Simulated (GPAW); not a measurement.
# TiO2 (P4_2/mnm) in GPAW: notebook, part 3 of 3

GPAW 26.7.0. Earlier steps stand in the parts before.

### 5 Band structure, PBEsol+U

Input file run.py:

```python
from ase import Atoms
from ase.dft.bandgap import bandgap
from ase.io import write
from ase.units import GPa
from gpaw import GPAW, PW, setup_paths

setup_paths.insert(0, '.')

atoms = Atoms(['Ti', 'Ti', 'O', 'O', 'O', 'O'],
              cell=[[4.5998373239, 0.0, 0.0],
                    [0.0, 4.5998373239, 0.0],
                    [0.0, 0.0, 2.95921356]],
              scaled_positions=[[0.0, 0.0, 0.5],
                                [0.5, 0.5, 0.0],
                                [0.30432132, 0.30432132, 0.5],
                                [0.19567868, 0.80432132, 0.0],
                                [0.80432132, 0.19567868, 0.0],
                                [0.69567868, 0.69567868, 0.5]],
              pbc=True)

calc = GPAW(mode=PW(800),
            xc='PBEsol',
            kpts={'size': (4, 4, 7), 'gamma': True},
            occupations={'name': 'fermi-dirac', 'width': 0.05},
            setups={'Ti': ':d,4.0'},
            nbands=43,
            convergence={'density': 1e-05, 'energy': 1e-05},
            maxiter=150,
            txt='gpaw.txt')
atoms.calc = calc
energy = atoms.get_potential_energy()
forces = atoms.get_forces()
stress = atoms.get_stress()
calc.write('gs.gpw')
write('result.traj', atoms)
print(f'Energy: {energy:.6f} eV')
print('Forces (eV/A):')
print(forces.round(4))
print('Stress (GPa):', (stress / GPa).round(3))
print('Fermi level:', round(calc.get_fermi_level(), 4), 'eV')
print(f'Gap: {bandgap(calc)[0]:.4f} eV, direct: {bandgap(calc, direct=True)[0]:.4f} eV')

path = atoms.cell.bandpath('GXMGZRAZ,XR,MA', npoints=100, eps=1e-4)
bs_calc = calc.fixed_density(kpts=path, symmetry='off', nbands=61,
                             convergence={'bands': 'CBM+6.0', 'eigenstates': 1e-6}, txt='bands.txt')
bs = bs_calc.band_structure()
bs.write('bs.json')
print(f'Gap on the path: {bandgap(bs_calc)[0]:.4f} eV')
```

Potentials or basis: PAW data sets generated in the run's folder for this functional, pw.

Run with:

```console
$ gpaw-setup -f PBEsol O Ti
$ OMP_NUM_THREADS=1 python run.py
```

gpaw.txt:

```text
__  _  _
 | _ |_)|_||  |
 |__||  | ||/\| - 26.7.0

Input parameters:
  mode=PW(ecut=800.0),
  convergence={'density': 1e-05, 'energy': 1e-05},
  kpts=MonkhorstPack(size=(4, 4, 7), gamma=True),
  maxiter=150,
  nbands=43,
  occupations=Occupations(name='fermi-dirac', width=0.05),
  setups={'Ti': ':d,4.0'},
  xc=XC(name='PBEsol')

Diagonalizing LCAO Hamiltonian
Converting LCAO to pw mode
    .----------.
   /|          |
  / |          |
 *  |      O   |
 |  .O---------.
 Ti/  O Ti    /
 |/       O  /
 *----------*

Atoms  # Å, Bohr magnetons
|   | symbol |        x |        y |        z |    initial magnetic moments |
|---|--------|----------|----------|----------|-----------------------------|
| 0 |     Ti | 0.000000 | 0.000000 | 1.479607 | ( 0.0000,  0.0000,  0.0000) |
| 1 |     Ti | 2.299919 | 2.299919 | 0.000000 | ( 0.0000,  0.0000,  0.0000) |
| 2 |      O | 1.399829 | 1.399829 | 1.479607 | ( 0.0000,  0.0000,  0.0000) |
| 3 |      O | 0.900090 | 3.699747 | 0.000000 | ( 0.0000,  0.0000,  0.0000) |
| 4 |      O | 3.699747 | 0.900090 | 0.000000 | ( 0.0000,  0.0000,  0.0000) |
| 5 |      O | 3.200009 | 3.200009 | 1.479607 | ( 0.0000,  0.0000,  0.0000) |

Unit cell  # Å
| periodic |        x |        y |        z |  lengths |    angles |
|----------|----------|----------|----------|----------|-----------|
|      yes | 4.599837 | 0.000000 | 0.000000 | 4.599837 | 90.000000 |
|      yes | 0.000000 | 4.599837 | 0.000000 | 4.599837 | 90.000000 |
|      yes | 0.000000 | 0.000000 | 2.959214 | 2.959214 | 90.000000 |

Number of symmetries: 8
Symmetry operations  # r_c * U_cc + t_c -> r_c
|   | kind |            matrix            |
|---|------|------------------------------|
| 0 |  E   |  1, 0, 0,  0, 1, 0,  0, 0, 1 |
| 1 |  σ   |  1, 0, 0,  0, 1, 0,  0, 0,-1 |
| 2 |  σ   |  0, 1, 0,  1, 0, 0,  0, 0, 1 |
| 3 |  C2  |  0, 1, 0,  1, 0, 0,  0, 0,-1 |
| 4 |  σ   |  0,-1, 0, -1, 0, 0,  0, 0, 1 |
| 5 |  C2  |  0,-1, 0, -1, 0, 0,  0, 0,-1 |
| 6 |  C2  | -1, 0, 0,  0,-1, 0,  0, 0, 1 |
| 7 |  i   | -1, 0, 0,  0,-1, 0,  0, 0,-1 |

BZ-sampling:
  Number of BZ points: 112
  Number of IBZ points: 28

  Monkhorst-Pack size: [4, 4, 7]
  Monkhorst-Pack shift: [0.125, 0.125, 0.0]

K-points  # in reciprocal-cell coordinates
|     |                                coordinates |     weight |
|-----|--------------------------------------------|------------|
|   0 | (  0.00000000,   0.00000000,   0.00000000) | 0.00892857 |
|   1 | (  0.00000000,   0.00000000,   0.14285714) | 0.01785714 |
|   2 | (  0.00000000,   0.00000000,   0.28571429) | 0.01785714 |
|   3 | (  0.00000000,   0.00000000,   0.42857143) | 0.01785714 |
|   4 | (  0.25000000,  -0.25000000,   0.00000000) | 0.01785714 |
|   5 | (  0.25000000,  -0.25000000,   0.14285714) | 0.03571429 |
|   6 | (  0.25000000,  -0.25000000,   0.28571429) | 0.03571429 |
|   7 | (  0.25000000,  -0.25000000,   0.42857143) | 0.03571429 |
|   8 | (  0.25000000,   0.00000000,   0.00000000) | 0.03571429 |
|   9 | (  0.25000000,   0.00000000,   0.14285714) | 0.07142857 |
| ... |                                            |            |
|  27 | (  0.50000000,   0.50000000,   0.42857143) | 0.01785714 |

Plane wave coefficients: 3249
Cutoff: 800.0 eV

Spin-components: 1 (collinear spins)
Bands:           43
Projectors:      32
Spin-degeneracy: 2
Datatype:        complex128

Parallelization:
  kpt:    1
  domain: 1
  band:   1

Density:
  Valence electrons: 48.0
  Components: 1
  Grid points: [32 32 20]
  Charge: 0.0  # |e|

Potential:
  Grid points: [32 32 20]

species:
  Ti:
    name:    Titanium
    Z:       22.0
    valence: 12
    core:    10
    charge:  0.0  # [|e|]
    Hubbard: {U: 4.0,  # eV
              l: 2,
              scale: True}
    compensation charges:
      type: gauss
      rc: 0.38  # [Å]
      lmax: 2
    cutoffs:
      filter: 2.23  # [Å]
      core: 1.02  # [Å]
    projectors
    | kind |    occ | energy [eV] | rcut [Å] |
    |------|--------|-------------|----------|
    |   3s |  2.000 |     -62.441 |    1.270 |
    |   4s |  2.000 |      -4.477 |    1.270 |
    |   3p |  6.000 |     -38.776 |    1.058 |
    |   4p |  0.000 |      -1.449 |    1.058 |
    |   3d |  2.000 |      -4.275 |    1.058 |
    |    d |        |      22.937 |    1.058 |

    Using partial waves for Ti as LCAO basis

  O:
    name:    Oxygen
    Z:       8.0
    valence: 6
    core:    2
    charge:  0.0  # [|e|]
    compensation charges:
      type: gauss
      rc: 0.21  # [Å]
      lmax: 2
    cutoffs:
      filter: 1.17  # [Å]
      core: 0.83  # [Å]
    projectors
    | kind |    occ | energy [eV] | rcut [Å] |
    |------|--------|-------------|----------|
    |   2s |  2.000 |     -23.808 |    0.688 |
    |   2p |  4.000 |      -8.972 |    0.598 |
    |    s |        |       3.404 |    0.688 |
    |    p |        |      18.239 |    0.598 |
    |    d |        |       0.000 |    0.619 |

    Using partial waves for O as LCAO basis

Reference energy: -54531.363041  # eV

eigensolver:
  PPCG
  Converge bands: occupied
  niter=2

density mixing:
  MSR1-Mixer
  Pratt-step length: 0.05
  Maximum mixing coefficient: 0.75
  Old densities: 10
  SVD Regularization: 0.005
  Good broyden scale: 1.0
  Trust region scale: 1.0
  Backstep threshold: 4.0
  History deletion threshold: 6.0
  Fourier metric: weight=20.0, sigma=0.015

occupation numbers:
  Fermi-Dirac:
    width: 0.0500  # eV

poisson solver:
  ecut: 6400.0  # eV

xc functional:
  name: PBEsol with 2 nearest neighbor stencil

convergence criteria:
- Maximum integral of absolute [dens]ity change: 1e-05 electrons / valence electron
- Maximum [total energy] change in last 3 cyles: 1e-05 eV / valence electron
- Maximum integral of absolute [eigenst]ate change: 4e-08 eV^2 / valence electron
maximum number of iterations: 150

SCF iterations
|iter     | |      energy | eigst |  dens |
|---------|-|-------------|-------|-------|
|iter:   1| |  -60.044299 | +0.04 |       |
|iter:   2| |  -56.814531 | -1.74 | -0.78 |
|iter:   3| |  -49.726964 | -0.52 | -0.83 |
|iter:   4| |  -49.337226 | -1.84 | -1.35 |
|iter:   5| |  -49.380116 | -2.45 | -1.63 |
|iter:   6| |  -49.344158 | -3.23 | -1.98 |
|iter:   7| |  -49.342703 | -3.98 | -2.63 |
|iter:   8| |  -49.342821 | -5.58 | -3.38 |
|iter:   9| |  -49.342822c| -6.50 | -3.69 |
|iter:  10| |  -49.342820c| -7.06 | -4.11 |
|iter:  11| |  -49.342821c| -7.77c| -4.83 |
|iter:  12| |  -49.342821c| -8.04c| -5.04c|

Converged in 12 steps
Energy contributions relative to reference atoms: (reference = -54531.363041)

Energy contributions:
  Kinetic:          49.979992
  Coulomb:         -61.654109
  Zero:              1.482232
  External:          0.000000
  Xc:              -39.150937
  Entropy:          -0.000000
  Spinorbit:         0.000000
  ----------------------------
  Free energy:     -49.342821
  Extrapolated:    -49.342821

dipole moment: (-14.976948, -14.976948, -26.217503)  # |e|*Ang

Fermi level: 6.841
Eigenvalues  # (at kpt = [0.000, 0.000, 0.000])
| band index |      eig [eV] | occ [0-2] |
|------------|---------------|-----------|
|          0 |       -52.076 |     2.000 |
|        ... |               |           |
|         16 |         1.971 |     2.000 |
|         17 |         3.083 |     2.000 |
|         18 |         3.083 |     2.000 |
|         19 |         3.675 |     2.000 |
|         20 |         5.011 |     2.000 |
|         21 |         5.299 |     2.000 |
[... 8 lines left out ...]
|         30 |        11.098 |     0.000 |
|         31 |        12.533 |     0.000 |
|        ... |               |           |
|         42 |        24.717 |     0.000 |

Gap: 2.467 eV
Transition (v -> c):
  (s=0, k=0, n=23, [0.00, 0.00, 0.00]) -> (s=0, k=24, n=24, [0.50, 0.50, 0.00])
Direct/indirect transitions are different
Direct gap: 2.479 eV
Transition at: (s=0, k=0, n=23, [0.00, 0.00, 0.00])

Forces  # eV/Ang
|        x |        y |       z |
|----------|----------|---------|
|  0.00000 |  0.00000 | 0.00000 |  # Ti   0
|  0.00000 | -0.00000 | 0.00000 |  # Ti   1
| -0.02151 | -0.02151 | 0.00000 |  # O    2
|  0.02137 | -0.02137 | 0.00000 |  # O    3
| -0.02137 |  0.02137 | 0.00000 |  # O    4
|  0.02151 |  0.02151 | 0.00000 |  # O    5

Stress tensor  # eV/Ang^3
|         x |         y |         z |
|-----------|-----------|-----------|
| -0.013931 |  0.000001 |  0.000000 |
|  0.000001 | -0.013931 |  0.000000 |
|  0.000000 |  0.000000 | -0.031453 |

# Writing to gs.gpw (mode='')
```

It took 2.8 min on 1 thread of Arm Neoverse V2, shared host; peak memory 0.7 GiB.

What came out:

* Free energy: -49.3428 eV
* Pressure: 3.2 GPa
* Largest force: 0.030 eV/Å
* Band gap on the k mesh: 2.47 eV, indirect (least direct gap 2.48 eV)
* Band gap along the path: 2.47 eV, indirect (least direct gap 2.48 eV)

Forces on the atoms (eV/Å):
```
Ti   0.000  0.000  0.000
Ti   0.000  0.000  0.000
O   -0.022 -0.022  0.000
O    0.021 -0.021  0.000
O   -0.021  0.021  0.000
O    0.022  0.022  0.000
```

Levels at the corners of the path, in eV from the valence-band top:
| point | band 20 | band 21 | band 22 | band 23 | band 24 | band 25 | band 26 | band 27 | band 28 | band 29 |
| --- | --- | --- | --- | --- | --- | --- | --- | --- | --- | --- |
| Γ | -2.16 | -0.82 | -0.53 | -0.53 | 0.00 | 2.48 | 2.66 | 3.08 | 3.15 | 3.15 |
| X | -3.19 | -1.73 | -1.73 | -0.79 | -0.79 | 3.10 | 3.11 | 3.71 | 3.71 | 4.20 |
| M | -2.14 | -1.45 | -1.45 | -1.21 | -1.21 | 2.47 | 2.47 | 3.18 | 3.18 | 4.45 |
| Γ | -2.16 | -0.82 | -0.53 | -0.53 | 0.00 | 2.48 | 2.66 | 3.08 | 3.15 | 3.15 |
| Z | -2.89 | -2.41 | -2.41 | -1.52 | -1.52 | 3.60 | 3.60 | 3.95 | 3.95 | 4.23 |
| R | -2.58 | -2.05 | -2.05 | -1.12 | -1.12 | 2.51 | 2.51 | 4.01 | 4.01 | 4.48 |
| A | -2.86 | -1.28 | -1.28 | -0.75 | -0.75 | 3.20 | 3.20 | 3.78 | 3.78 | 4.05 |
| Z | -2.89 | -2.41 | -2.41 | -1.52 | -1.52 | 3.60 | 3.60 | 3.95 | 3.95 | 4.23 |
| X | -3.19 | -1.73 | -1.73 | -0.79 | -0.79 | 3.10 | 3.11 | 3.71 | 3.71 | 4.20 |
| R | -2.58 | -2.05 | -2.05 | -1.12 | -1.12 | 2.51 | 2.51 | 4.01 | 4.01 | 4.48 |
| M | -2.14 | -1.45 | -1.45 | -1.21 | -1.21 | 2.47 | 2.47 | 3.18 | 3.18 | 4.45 |
| A | -2.86 | -1.28 | -1.28 | -0.75 | -0.75 | 3.20 | 3.20 | 3.78 | 3.78 | 4.05 |

### 6 Overview

```tsv
U	gap on the mesh (eV)	pressure (GPa)	largest force (eV/Å)
Ti d U = 1 eV	1.98	-0.3	0.02
Ti d U = 2 eV	2.14	0.8	-
Ti d U = 3 eV	2.30	2.0	0.01
Ti d U = 4 eV	2.47	3.2	0.03
```

Alike in all rows: task band structure; level PBEsol+U; potentials or basis PAW data sets generated in the run's folder for this functional, pw; no spin polarisation; cell as given; k mesh 4 × 4 × 7; cutoff (eV) 800; smearing fermi-dirac 0.05 eV.

On the cell as given the gap runs from 1.98 eV (PBEsol+U) to 2.47 eV (PBEsol+U).

Total energies depend on the potentials used, so only differences within one code and one set of settings carry meaning.

### 7 Comparison with measurements

Step 2. Against the measured gap of TiO2, 3.03 eV (direct; 1.6 K; quoted in “Shallow Valence Band of Rutile GeO2 and P-type Doping”, 2020, arxiv:2011.08928), the calculated 1.98 eV is off by -1.05 eV. 2 values of this kind are on record in papers (3.03 to 3.05 eV); this one was drawn at random among those near their median. The value is that of PBEsol+U, without temperature or zero-point motion. The cell is a database's relaxed one, not the measured one, which moves gaps too.

Step 3. Against the measured gap of TiO2, 3.03 eV (direct; 1.6 K; quoted in “Shallow Valence Band of Rutile GeO2 and P-type Doping”, 2020, arxiv:2011.08928), the calculated 2.14 eV is off by -0.89 eV. 2 values of this kind are on record in papers (3.03 to 3.05 eV); this one was drawn at random among those near their median. The value is that of PBEsol+U, without temperature or zero-point motion. The cell is a database's relaxed one, not the measured one, which moves gaps too.

Step 4. A measured gap of TiO2 is 3.03 eV (direct; 1.6 K; quoted in “Shallow Valence Band of Rutile GeO2 and P-type Doping”, 2020, arxiv:2011.08928); the calculated 2.30 eV misses it by -0.73 eV. 2 values of this kind are on record in papers (3.03 to 3.05 eV); this one was drawn at random among those near their median. The value is that of PBEsol+U, without temperature or zero-point motion. The cell is a database's relaxed one, not the measured one, which moves gaps too.

Step 5. A measured gap of TiO2 is 3.03 eV (direct; 1.6 K; quoted in “Shallow Valence Band of Rutile GeO2 and P-type Doping”, 2020, arxiv:2011.08928); the calculated 2.47 eV misses it by -0.56 eV. 2 values of this kind are on record in papers (3.03 to 3.05 eV); this one was drawn at random among those near their median. The value is that of PBEsol+U, without temperature or zero-point motion. The cell is a database's relaxed one, not the measured one, which moves gaps too.
